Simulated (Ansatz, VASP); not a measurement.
One calculation of Bi, two programs

File INCAR:

```
SYSTEM = Bi
PREC = Accurate
ENCUT = 520
EDIFF = 1E-6
ISMEAR = -1
SIGMA = 0.1
LREAL = .FALSE.
LASPH = .TRUE.
NELM = 100
ALGO = Normal
ISIF = 2
LWAVE = .FALSE.
LCHARG = .TRUE.
GGA = PE
LELF = .TRUE.
LVHAR = .TRUE.
NBANDS = 14
```

The input KPOINTS:

```
regular mesh
0
G
  16 16 16
  0 0 0
```

The input POSCAR:

```
Bi
1.0
   -1.9005707680      1.9005707680      1.9005707680
    1.9005707680     -1.9005707680      1.9005707680
    1.9005707680      1.9005707680     -1.9005707680
Bi
1
Direct
    0.0000000000      0.0000000000      0.0000000000
```

Input for Ansatz:

```yaml
crystal:
  lattice:
    - [-1.900570768, 1.900570768, 1.900570768]
    - [1.900570768, -1.900570768, 1.900570768]
    - [1.900570768, 1.900570768, -1.900570768]
  atoms:
    - { symbol: Bi, position: [0.0, 0.0, 0.0] }
basis:
  ecutwfc: 420
kpoints:
  mp_grid: { grid: [16, 16, 16] }
  band_path:
    path:
      - [[0.0, 0.0, 0.0], [0.5, -0.5, 0.5], [0.0, 0.0, 0.5], [0.0, 0.0, 0.0], [0.25, 0.25, 0.25], [0.5, -0.5, 0.5]]
      - [[0.25, 0.25, 0.25], [0.0, 0.0, 0.5]]
    npoints: 12
hamiltonian:
  xc: pbe
scf:
  occupations: { method: fermi_dirac, width: 0.1 }
  n_extra_bands: 6
output:
  forces: true
  stress: true
  eigenvalues: true
```

Alike in both runs: task single point; functional PBE; k mesh 16 × 16 × 16; occupations fermi-dirac, width 0.1 eV; no spin polarisation.

|  | VASP | Ansatz |
| --- | --- | --- |
| version | VASP 6.6.1 | Ansatz 0.2.0 |
| potentials or method | VASP PAW PBE potentials, release 64 (Bi_d) | scalar-relativistic, plane waves, PAW |
| plane-wave cutoff (eV) | 520 | 420 |
| valence electrons in the cell | 15 | 15 |

```csv
,VASP,Ansatz,Ansatz less VASP
gap on the k mesh at the Fermi level (eV),none,none,-
pressure (GPa),10.0,10.1,+0.06
```

A gap of «none» marks a metal or a gap that the smearing closes.

Caveats: spin-orbit coupling is left out, which moves the levels of the heavy elements.
